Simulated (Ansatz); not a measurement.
The system is CuO (Tenorite).

```
Cu O
1.0
     2.34465   -1.71340    0.00000
     2.34465    1.71340    0.00000
    -0.86055    0.00000    5.05944
Cu O
2 2
Direct
  0.49680 0.00320 0.50000
  0.00320 0.49680 0.00000
  0.40560 0.57140 0.75370
  0.57140 0.40560 0.25370
```

Base run:

- Program: Ansatz 0.2.0
- Functional: PBEsol
- Potentials or basis: all-electron LAPW, non-relativistic
- Cutoff: 426 eV (chosen from the basis error)
- Basis error allowed: 0.002 eV/atom
- k mesh: 10 × 10 × 5
- Occupations: fermi-dirac, width 0.05 eV
- Spin: no spin polarisation

Its results: pressure -0.5 GPa; largest force 0.758 eV/Å.

Problem. The run is repeated on the same cell with these changes: potentials or basis from all-electron LAPW, non-relativistic to all-electron PAW datasets made for the crystal. What comes out?

Solution. Pressure -2.7 GPa; largest force 0.757 eV/Å.

Caveats: the run has no spin polarisation, though such a crystal can be magnetic.

The runs don't all hold the same shells in valence.
